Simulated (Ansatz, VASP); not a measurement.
**BN in VASP and in Ansatz**

File POSCAR:

```
BN
1.0
    0.0279397916      1.7966687473      1.7966687473
    1.7966687473      0.0279397916      1.7966687473
    1.7966687473      1.7966687473      0.0279397916
B N
1 1
Direct
    0.0001412061      0.0001412061      0.0001412061
    0.2498587939      0.2498587939      0.2498587939
```

Contents of INCAR.step1:

```
SYSTEM = BN
PREC = Accurate
ENCUT = 520
ISMEAR = 0
SIGMA = 0.01
LREAL = .False.
LASPH = .True.
NELM = 60
NBANDS = 11
GGA = PE
ALGO = Normal
EDIFF = 1E-4
LWAVE = .True.
LCHARG = .False.
```

File INCAR.step2:

```
SYSTEM = BN
PREC = Accurate
ENCUT = 520
EDIFF = 1E-7
ISMEAR = 0
SIGMA = 0.01
LREAL = .False.
LASPH = .True.
NELM = 60
ALGO = Normal
ISIF = 2
LWAVE = .False.
LCHARG = .True.
METAGGA = R2SCAN
LMIXTAU = .True.
LELF = .True.
LVHAR = .True.
NBANDS = 11
ISTART = 1
```

KPOINTS

```
regular mesh
0
Gamma
  12 12 12
  0 0 0
```

Input for Ansatz:

```yaml
crystal:
  lattice:
    - [0.0279397916, 1.7966687473, 1.7966687473]
    - [1.7966687473, 0.0279397916, 1.7966687473]
    - [1.7966687473, 1.7966687473, 0.0279397916]
  atoms:
    - { symbol: B, position: [0.0001412061, 0.0001412061, 0.0001412061] }
    - { symbol: "N", position: [0.2498587939, 0.2498587939, 0.2498587939] }
kpoints:
  mp_grid: { grid: [12, 12, 12] }
  band_path:
    path:
      - [0.0, 0.0, 0.0]
      - [-0.5, -0.5, 0.0]
      - [-0.375, -0.375, 0.25]
      - [-0.375, 0.0, 0.375]
      - [0.0, 0.0, 0.5]
      - [-0.5, -0.25, 0.25]
      - [0.0, 0.5, 0.5]
    npoints: 1
hamiltonian:
  xc: r2scan
scf:
  occupations: { method: fixed }
  n_extra_bands: 4
output:
  forces: true
  stress: true
  eigenvalues: true
```

Change from the starting cell: epitaxial_111 strain -2.0%.

Alike in both runs: task single point; functional r2SCAN; k mesh 12 × 12 × 12; no spin polarisation.

|  | VASP | Ansatz |
| --- | --- | --- |
| version | VASP 6.6.1 | Ansatz 0.2.0 |
| potentials or method | VASP PAW PBE potentials, release 64 (B, N) | plane waves, PAW |
| plane-wave cutoff (eV) | 520 | 500 |
| occupations | gaussian, width 0.01 eV | fixed |
| valence electrons in the cell | 8 | 8 |

Ansatz gave:

| Item | Value |
| --- | --- |
| gap on the k mesh at the Fermi level (eV) | 4.99 |
| pressure (GPa) | 15.9 |
| largest component of the traceless stress (GPa) | 7.94 |
| rms of the force components (eV/Å) | 0.000 |

What did VASP give for the same quantities?

gap on the k mesh at the Fermi level (eV): 4.96; pressure (GPa): 17.1; largest component of the traceless stress (GPa): 7.99; rms of the force components (eV/Å): 0.003.

Atom by atom the forces differ by 0.003 eV/Å (rms over components).

Caveats: so large a pressure means that the cell lies far from this level's equilibrium, or that cutoff or potentials fall short (VASP); the potentials were made for another functional, which shifts forces and pressure (VASP). A k mesh can miss the band edges.
